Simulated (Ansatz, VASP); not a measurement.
# Two plane-wave programs on Be

File INCAR:

```
SYSTEM = Be
PREC = Accurate ; ENCUT = 520
EDIFF = 1E-6 ; ISMEAR = -1
SIGMA = 0.1 ; LREAL = .False.
LASPH = .True. ; NELM = 100
ALGO = Normal ; ISIF = 2
LWAVE = .False. ; LCHARG = .True.
GGA = PE ; LELF = .True.
LVHAR = .True. ; NBANDS = 7
```

The input KPOINTS:

```
regular mesh
0
Gamma
  13 13 13
  0 0 0
```

The input POSCAR:

```
Be
1.0
   -1.2816821105      1.2816821105      1.2816821105
    1.2816821105     -1.2816821105      1.2816821105
    1.2816821105      1.2816821105     -1.2816821105
Be
1
Direct
    0.0000000000      0.0000000000      0.0000000000
```

Input for Ansatz:

```yaml
crystal:
  lattice:
    - [-1.2816821104895755, 1.2816821104895755, 1.2816821104895755]
    - [1.2816821104895755, -1.2816821104895755, 1.2816821104895755]
    - [1.2816821104895755, 1.2816821104895755, -1.2816821104895755]
  atoms:
    - { symbol: Be, position: [0.0, 0.0, 0.0] }
basis:
  ecutwfc: 550.0
kpoints:
  mp_grid:
    grid: [13, 13, 13]
hamiltonian:
  xc: pbe
  pseudopotentials:
    kind: paw
scf:
  occupations:
    method: fermi_dirac
output:
  stress: true
```

This isn't the form of Be at room conditions, which is hcp.

Alike in both runs: task single point; functional PBE; k mesh 13 × 13 × 13; no spin polarisation.

```csv
,VASP,Ansatz
version,VASP 6.6.1,Ansatz 0.2.0
potentials or method,"VASP PAW PBE potentials, release 64 (Be)","plane waves, PAW"
plane-wave cutoff (eV),520,550
occupations,"fermi-dirac, width 0.1 eV",fermi-dirac
valence electrons in the cell,2,2
```

```tsv
	VASP	Ansatz	Ansatz less VASP
pressure (GPa)	-7.9	-8.0	-0.11
```
